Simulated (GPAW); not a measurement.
CuO:

```xyz
4
Lattice="3.4221 0.0000 0.0000 0.0000 3.4221 0.0000 0.0000 0.0000 4.2605" Properties=species:S:1:pos:R:3 pbc="T T T"
Cu    0.0000    1.7110    0.0000
Cu    1.7110    0.0000    2.1302
O     0.0000    0.0000    1.0651
O     0.0000    0.0000    3.1953
```

Measurements of this composition are mostly on another form, of space group No. 15.

Base run:

| Property | Result |
| --- | --- |
| Program | GPAW 26.7.0 |
| Functional | PBE |
| Potentials or basis | GPAW PAW data sets (gpaw-data 1.2.1) |
| Cutoff | 800 eV |
| Basis | pw |
| k mesh | 6 × 6 × 5 |
| Occupations | fermi-dirac, width 0.05 eV |
| Spin | no spin polarisation |

Its results: pressure -1.7 GPa.

The run is repeated on the same cell with these changes: functional from PBE to SCAN. What comes out?

Pressure -7.6 GPa.

Caveats: with this Cu data set, volumes or pressures lay over 1.5 % or 2 GPa off other programs in two to four cells of ten; the run has no spin polarisation, though such a crystal can be magnetic; the PAW data sets were made with another functional, which shifts forces and pressure a little (some runs).
